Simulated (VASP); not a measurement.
Set up this calculation in VASP 6.6.1, as the native input.

| Quantity | Value |
| --- | --- |
| Task | relaxation of cell and atoms |
| Functional | PBE |
| Potentials or basis | VASP PAW PBE potentials, release 64 (Eu, S) |
| Cutoff | 600 eV |
| k mesh | 8 × 8 × 8 |
| Occupations | fermi-dirac, width 0.05 eV |
| Spin | collinear spin, ferromagnetic start |
| Starting moments | [7.0, 0.0] μB |
| Further INCAR settings | ALGO = Normal; EDIFF = 1e-06; IBRION = 2; EDIFFG = -0.005; NSW = 40; ISIF = 3 |

The structure of EuS lies in POSCAR:

```
EuS
1.0
    0.0000000000      2.9785000000      2.9785000000
    2.9785000000      0.0000000000      2.9785000000
    2.9785000000      2.9785000000      0.0000000000
Eu S
1 1
Direct
    0.0000000000      0.0000000000      0.0000000000
    0.5000000000      0.5000000000      0.5000000000
```

One way to write it, as run:

INCAR

```
SYSTEM = EuS
ALGO = Normal
EDIFF = 1E-6
EDIFFG = -0.005
ENCUT = 600
GGA = PE
IBRION = 2
ISIF = 3
ISMEAR = -1
ISPIN = 2
LASPH = .True.
LCHARG = .False.
LMAXMIX = 6
LORBIT = 11
LREAL = .False.
LWAVE = .False.
MAGMOM = 7 0
NELM = 100
NSW = 40
PREC = Accurate
SIGMA = 0.05
```

KPOINTS

```
k-points
0
Gamma
  8 8 8
  0 0 0
```

Potentials or basis: VASP PAW PBE potentials, release 64 (Eu, S).

Run with:

```bash
$ cat potpaw_PBE.64/Eu/POTCAR potpaw_PBE.64/S/POTCAR > POTCAR
$ mpirun -np 1 vasp_std > vasp.out
```

It gave:

```json
{
  "Relaxed volume": "24.87 Å³/atom",
  "Relaxed cell": "a = 4.128 Å, b = 4.128 Å, c = 4.128 Å, α = 60.00°, β = 60.00°, γ = 60.00°",
  "Space group after relaxing (to 0.05 Å)": "Fm-3m (No. 225)",
  "Energy gained by relaxing": "13.7 meV/atom",
  "Ionic steps": "10",
  "Pressure after relaxing": "0.0 GPa",
  "Band gap on the k mesh": "none (metal or under the smearing width)",
  "Net moment": "6.96 μB per cell",
  "Site moments": "Eu +6.57; S -0.07 μB",
  "Valence electrons inside the program's atomic spheres": "Eu 14.76; S 3.77"
}
```

Caveat: spin-orbit coupling is left out, which moves the levels of the heavy elements; a cell with one magnetic atom can't hold antiferromagnetic order, which such compounds often take; without U or exact exchange the open f shell lies at the Fermi level, which spoils levels, moments and volumes.

It took 8.6 min on 1 thread of AMD EPYC 9R14 (Zen 4), with other jobs on the host, peak memory 0.26 GiB.
